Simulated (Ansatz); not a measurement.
# KBr under changes of volume

One of the cells (33.055 Å³/atom); the others are scaled copies at fixed shape and fractional positions:

```xyz
2
Lattice="4.0435 0.0000 0.0000 0.0000 4.0435 0.0000 0.0000 0.0000 4.0435" Properties=species:S:1:pos:R:3 pbc="T T T"
Br    2.0217    2.0217    2.0217
K     0.0000    0.0000    0.0000
```

Measurements of this composition are mostly on another form, of space group No. 225.

| Item | Value |
| --- | --- |
| Program | Ansatz 0.2.0 |
| Functional | PBE |
| Potentials or basis | all-electron LAPW, scalar-relativistic |
| Cutoff | 122 eV (chosen from the basis error) |
| Basis error allowed | 0.0005 eV/atom |
| k mesh | 7 × 7 × 7 |
| Occupations | fermi-dirac, width 0.05 eV |
| Spin | no spin polarisation |

| volume (Å³/atom) | energy over the lowest point (meV/atom) | pressure (GPa) | gap on the mesh (eV) |
| --- | --- | --- | --- |
| 31.072 | 5.80 | 1.1 | 4.09 |
| 31.733 | 2.32 | 0.6 | 4.02 |
| 32.394 | ? | ? | ? |
| 33.055 | 0.00 | -0.1 | 3.89 |
| 33.716 | 0.83 | -0.3 | 3.83 |
| 34.378 | 2.79 | -0.6 | 3.77 |
| 35.039 | 5.76 | -0.8 | 3.72 |

Problem. What does the run at 32.394 Å³/atom give?

Solution. Energy over the lowest point 0.44 meV/atom; pressure 0.3 GPa; gap on the mesh 3.95 eV.

Worked out: A Birch-Murnaghan fit of order 3 (a polynomial in V^(-2/3)) to the other rows has its minimum at 32.94 Å³/atom with B0 = V·E''(V) = 15.7 GPa and B' = 4.8. It gives 0.45 meV/atom at 32.394 Å³/atom, against the run's 0.44, and -dE/dV = 0.3 GPa, against 0.3. A straight line through the other rows of the gap, of slope -3.1 eV per unit of ln V, gives 3.96 eV, against the run's 3.95.

Energies are extrapolated to zero smearing.

Caveats: an odd mesh through Γ misses points on the zone boundary, where band edges often lie. Spin-orbit coupling on Br is left out.

The runs don't all hold the same shells in valence.
